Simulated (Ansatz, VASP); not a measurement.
**AgI6: VASP beside Ansatz**

```
Ag I
1.0
     0.00000    5.12049    5.12049
     5.12049    0.00000    5.12049
     5.12049    5.12049    0.00000
Ag I
1 6
Cartesian
  0.0000 0.0000 0.0000
  2.5602 2.5602 5.1205
  2.5602 5.1205 2.5602
  2.5602 2.5602 0.0000
  2.5602 0.0000 2.5602
  5.1205 2.5602 2.5602
  0.0000 2.5602 2.5602
```

Change from the starting cell: species swapped into the Zn6Mo type (Fm-3m, No. 225).

Alike in both runs: functional PBE; k mesh 6 × 6 × 6; occupations gaussian, width 0.1 eV; no spin polarisation.

Ansatz relaxed the structure, and its values are those at the end. VASP's run is a single point on that final structure, the one shown.

|  | VASP | Ansatz |
| --- | --- | --- |
| version | VASP 6.6.1 | Ansatz 0.2.0 |
| potentials or method | VASP PAW PBE potentials, release 64 (Ag, I) | scalar-relativistic, plane waves, PAW |
| plane-wave cutoff (eV) | 520 | 420 |
| valence electrons in the cell | 53 | 121 |

```tsv
	VASP	Ansatz	Ansatz less VASP
gap on the k mesh at the Fermi level (eV)	none	none	-
pressure (GPa)	0.0	0.0	+0.01
```

A gap of «none» marks a metal or a gap that the smearing closes. The two sets of potentials don't hold the same shells in valence.

Caveats: an odd number of electrons without spin polarisation forces a metal; a magnetic or distorted state may lie lower. Spin-orbit coupling is left out, which matters for the levels of I.
